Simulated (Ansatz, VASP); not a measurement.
## One calculation of Sn, two programs

```
Sn
1.0
    -2.96606    2.96606    1.61389
     2.96606   -2.96606    1.61389
     2.96606    2.96606   -1.61389
Sn
2
Cartesian
  0.0000 0.0000 0.0000
  0.0000 2.9661 0.8069
```

Alike in both runs: functional PBE; k mesh 12 × 12 × 12; occupations fermi-dirac, width 0.05 eV; no spin polarisation.

Ansatz relaxed the structure, and its values are those at the end. VASP's run is a single point on that final structure, the one shown.

```csv
,VASP,Ansatz
version,VASP 6.6.1,Ansatz 0.2.0
potentials or method,"VASP PAW PBE potentials, release 64 (Sn_d)","PAW with Ansatz's default frozen-core files, scalar-relativistic"
plane-wave cutoff (eV),520,420
valence electrons in the cell,28,28
```

```tsv
	VASP	Ansatz	Ansatz less VASP
pressure (GPa)	-0.1	0.0	+0.05
```

Ansatz warned: «gradients_without_spin_orbit».
